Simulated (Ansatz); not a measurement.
Crystal: KI.

```
I K
1.0
     0.00000    3.53277    3.53277
     3.53277    0.00000    3.53277
     3.53277    3.53277    0.00000
I K
1 1
Direct
  0.50000 0.50000 0.50000
  0.00000 0.00000 0.00000
```

Base run:

```yaml
Program: Ansatz 0.2.0
Functional: LDA
Potentials_or_basis: Ansatz PAW
Cutoff: 420 eV
Density_cutoff: 1680 eV
k_mesh: 6 × 6 × 6
Occupations: fixed
Spin: no spin polarisation
```

Its results: band gap on the k mesh 3.61 eV, direct; pressure -1.3 GPa.

Problem. The run is repeated on the same cell with these changes: functional from LDA to PBEsol; level from lda to pbesol. What comes out?

Solution. Band gap on the k mesh 3.82 eV, direct; pressure -0.3 GPa.

Caveats: spin-orbit coupling is left out, which moves the levels of the heavy elements; the PAW data sets come from PBE, with cores solved anew for the run's functional, which leaves a small shift of forces and pressure.

Not every run made on this cell is shown here.
